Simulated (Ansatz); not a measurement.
# From the elastic tensor of MgO at 5 GPa (stress–strain coefficients) to moduli and sound speeds

Computed with DFT PBE, scalar-relativistic, plane waves, PAW (Ansatz). Plane waves to 420 eV; Γ-centred k mesh 6×6×6; fixed occupations. No spin polarisation.

Symmetry: P6_3/mmc, No. 194, hexagonal system. The conventional cell has a = 3.476 Å, b = 3.476 Å, c = 4.190 Å, α = 90.00°, β = 90.00°, γ = 120.00°. Around Mg (site symmetry -6m2) lie 5 O at 2.01 to 2.09 Å. O (site symmetry -6m2) is surrounded by 5 Mg at 2.01 to 2.09 Å.

Relaxed-ion constants (GPa, on the Cartesian axes of the calculation):
C11 = 198.0, C12 = 144.7, C13 = 83.5, C22 = 198.0, C23 = 83.5, C33 = 278.1, C44 = 114.9, C55 = 114.9, C66 = 26.6 GPa; the others vanish.

Density 3.054 g/cm³; 4 atoms in 43.83 Å³.

The values that follow are for a polycrystal of randomly turned grains, by Hill's mean where one number stands. In a crystal this anisotropic the Voigt and Reuss bounds lie far apart, so Hill's mean and the sound speeds and Debye temperature from it are rough.

With S = C⁻¹: B_V = (C11+C22+C33+2(C12+C13+C23))/9, G_V = (C11+C22+C33−C12−C13−C23+3(C44+C55+C66))/15, 1/B_R = S11+S22+S33+2(S12+S13+S23), 15/G_R = 4(S11+S22+S33−S12−S13−S23)+3(S44+S55+S66); Hill is their mean. Then v_l = √((B+4G/3)/ρ), v_t = √(G/ρ), v_m = [(2/v_t³+1/v_l³)/3]^(−1/3) and Θ = (ħ/k_B)·v_m·(6π²n/V)^(1/3) for n atoms in the volume V; E = 9BG/(3B+G), ν = (3B−2G)/(2(3B+G)) and A^U = 5G_V/G_R + B_V/B_R − 6.

```
Bulk modulus, Voigt / Reuss / Hill          : 144.2 / 144.0 / 144.1 GPa
Shear modulus, Voigt / Reuss / Hill         : 75.5 / 48.5 / 62.0 GPa
Young's modulus                             : 163 GPa
Poisson ratio                               : 0.312
Pugh ratio B/G                              : 2.33
Universal anisotropy index                  : 2.78
Longitudinal and transverse sound speeds    : 8617 and 4505 m/s
Debye temperature from the mean sound speed : 676 K
```

This form isn't the usual stable structure of the compound at low pressure.

Cost: 1 run of about 0.45 core-minutes, on Intel Xeon Platinum 8488C (Sapphire Rapids) (shared hosts).